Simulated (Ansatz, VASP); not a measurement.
One calculation of Hg, two programs

```
Hg
1.0
     1.74632    1.00824    2.14788
    -1.74632    1.00824    2.14788
     0.00000   -2.01648    2.14788
Hg
1
Direct
  0.00000 0.00000 0.00000
```

Alike in both runs: task single point; functional LDA; k mesh 11 × 11 × 11; occupations fermi-dirac, width 0.03 eV; no spin polarisation.

```csv
,VASP,Ansatz
version,VASP 6.6.1,Ansatz 0.2.0
potentials or method,"VASP PAW LDA potentials, release 64 (Hg)","plane waves (420 eV) with PAW, scalar-relativistic"
plane-wave cutoff (eV),520,420
valence electrons in the cell,12,20
```

```csv
,VASP,Ansatz,Ansatz less VASP
pressure (GPa),0.9,0.1,-0.73
largest component of the traceless stress (GPa),0.45,0.11,-0.339
```

The two sets of potentials don't hold the same shells in valence. Ansatz warned: «pseudo_functional_mismatch».

Spin-orbit coupling is left out, which matters for the levels of Hg.
